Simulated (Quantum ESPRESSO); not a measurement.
PbF2 (Fluorocronite) in Quantum ESPRESSO: the effect of functional

The system is PbF2 (Fluorocronite).

```xyz
3
Lattice="0.0000 2.9637 2.9637 2.9637 0.0000 2.9637 2.9637 2.9637 0.0000" Properties=species:S:1:pos:R:3 pbc="T T T"
Pb    0.0000    0.0000    0.0000
F     4.4455    4.4455    4.4455
F     1.4818    1.4818    1.4818
```

Alike in all runs:

| Quantity | Value |
| --- | --- |
| Program | Quantum ESPRESSO 7.5 |
| Task | dielectric tensor |
| Cutoff | 612 eV |
| Density cutoff | 4898 eV |
| k mesh | 6 × 6 × 6, shifted |
| Occupations | fermi-dirac, width 0.05 eV |
| Spin | no spin polarisation |

**Question.** One run gave: pressure 4.8 GPa; dielectric constant 3.26 mean. Which functional did it use?
A. WC
B. PBE
C. BLYP
D. AM05
E. LDA

**Answer.** C.

| functional | potentials or basis | pressure (GPa) | dielectric constant (mean) |
| --- | --- | --- | --- |
| LDA | GBRV 1.5 LDA | -4.8 | 3.39 |
| PBE | GBRV 1.5 PBE | 2.4 | 3.32 |
| PBEsol | GBRV 1.5 PBEsol | -1.3 | 3.38 |
| WC | GBRV 1.5 PBE | -1.3 | 3.38 |
| BLYP | GBRV 1.5 PBE | 4.8 | 3.26 |
| AM05 | GBRV 1.5 PBE | 0.0 | 3.35 |

Caveats: the potentials were made for another functional, which shifts forces and pressure (some runs); the cell is more than 3 GPa from zero pressure, which shifts response properties (some runs).
